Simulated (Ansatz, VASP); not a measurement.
One calculation of AgBr, two programs

File INCAR:

```
SYSTEM = AgBr
PREC = Accurate
ENCUT = 520
EDIFF = 1E-7
ISMEAR = 0
SIGMA = 0.01
LREAL = .False.
LASPH = .True.
NELM = 100
ALGO = Normal
ISIF = 2
LWAVE = .False.
LCHARG = .True.
GGA = PE
LELF = .True.
LVHAR = .True.
NBANDS = 16
```

File KPOINTS:

```
regular mesh
0
Gamma
  8 8 8
  0 0 0
```

Contents of POSCAR:

```
AgBr
1.0
    0.0000000000      2.8927333105      2.8927333105
    2.8927333105      0.0000000000      2.8927333105
    2.8927333105      2.8927333105      0.0000000000
Ag Br
1 1
Direct
    0.0000000000      0.0000000000      0.0000000000
    0.5000000000      0.5000000000      0.5000000000
```

Input for Ansatz:

```yaml
crystal:
  lattice:
    - [0.0, 2.8927333105, 2.8927333105]
    - [2.8927333105, 0.0, 2.8927333105]
    - [2.8927333105, 2.8927333105, 0.0]
  atoms:
    - { symbol: Ag, position: [0.0, 0.0, 0.0] }
    - { symbol: Br, position: [0.5, 0.5, 0.5] }
kpoints:
  mp_grid: { grid: [8, 8, 8] }
hamiltonian:
  xc: pbe
scf:
  occupations: { method: fixed }
output:
  optics: { e_range: [0, 12], de: 0.05, sigma: 0.1, scissors: 1.251 }
```

Alike in both runs: task single point; functional PBE; k mesh 8 × 8 × 8; no spin polarisation.

```csv
,VASP,Ansatz
version,VASP 6.6.1,Ansatz 0.2.0
potentials or method,"VASP PAW PBE potentials, release 64 (Ag, Br)","plane waves, PAW"
plane-wave cutoff (eV),520,420
occupations,"gaussian, width 0.01 eV",fixed
valence electrons in the cell,18,26
```

|  | VASP | Ansatz | Ansatz less VASP |
| --- | --- | --- | --- |
| gap on the k mesh at the Fermi level (eV) | 0.68 | 0.68 | +0.001 |

The two sets of potentials don't hold the same shells in valence.

A k mesh can miss the band edges. Expect the measured gap to be larger: semilocal functionals such as PBE lack the derivative discontinuity.
